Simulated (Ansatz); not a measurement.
# SnO: the cost of one run

Computed with Ansatz 0.2.0 (DFT PBE+D3(BJ), scalar-relativistic, plane waves, PAW, unless a step's input says otherwise).

3 further runs of the same task are left out: 1 that didn't finish, 2 set aside as unsound or not needed.

## Step 1: The structure to begin with

Symmetry: P4/nmm, No. 129, tetragonal system. The conventional cell has a = 3.837 Å, b = 3.837 Å, c = 4.762 Å, α = 90.00°, β = 90.00°, γ = 90.00°. Around Sn (site symmetry 4mm) lie 4 O at 2.24 Å. O (site symmetry -4m2) has 4 Sn at 2.24 Å as nearest neighbours.

Coordinates:

```cif
data_structure
_symmetry_space_group_name_H-M 'P4/nmm:1'
_symmetry_Int_Tables_number 129
_cell_length_a 3.8371
_cell_length_b 3.8371
_cell_length_c 4.7621
_cell_angle_alpha 90.000
_cell_angle_beta 90.000
_cell_angle_gamma 90.000
_cell_volume 70.11
loop_
_atom_site_label
_atom_site_type_symbol
_atom_site_symmetry_multiplicity
_atom_site_Wyckoff_symbol
_atom_site_fract_x
_atom_site_fract_y
_atom_site_fract_z
_atom_site_occupancy
Sn1 Sn 2 c 0.00000 0.50000 0.24324 1
O1 O 2 a 0.00000 0.00000 0.00000 1
```

It is the result of an earlier relaxation at this level (volume 17.53 Å³/atom; gap on the mesh: none (metal)).

## Step 2: The reference cell

The reference gives a free energy of -13184.3101 eV, pressure -0.01 GPa, largest force 0.006 eV/Å and gap on the mesh none (metal). It was computed beforehand with the settings of the runs below.

## Step 3: Setting up a one-atom displacement scan

Atom 3 (O) is moved by x along the Cartesian unit vector (-0.707, -0.707, 0.000); the cell and all other atoms stay fixed. Forces below are components along that vector, summed over the moved atoms. In a periodic cell its images move with it.

## Step 4: Point x = -0.450 Å

Contents of input.yaml:

```yaml
crystal:
  lattice:
    - [3.837096323, 0.0, 0.0]
    - [0.0, 3.837096323, 0.0]
    - [0.0, 0.0, 4.7621286275]
  atoms:
    - { symbol: Sn, position: [0.0, 0.5, 0.2432422108] }
    - { symbol: Sn, position: [0.5, 0.0, 0.7567577892] }
    - { symbol: O, position: [0.0829267823, 0.0829267823, 0.0] }
    - { symbol: O, position: [0.5, 0.5, 0.0] }
basis:
  ecutwfc: 420
kpoints:
  mp_grid: { grid: [12, 12, 10] }
hamiltonian:
  xc: pbe
  dispersion: d3bj
scf:
  occupations: { method: gaussian, width: 0.15 }
output:
  forces: true
  stress: true
  eigenvalues: true
```

On the command line:

```
> ansatz run input.yaml --threads 1 --pin off --max-ram 2560MiB --backend cpu --events-out ev --progress --plain --runs-dir out
```

**Question.** How long does this run take on 1 thread of Intel Xeon 6975P-C (Granite Rapids), shared host, and how much memory does it need?

About 28 s, with a peak of 0.85 GiB.
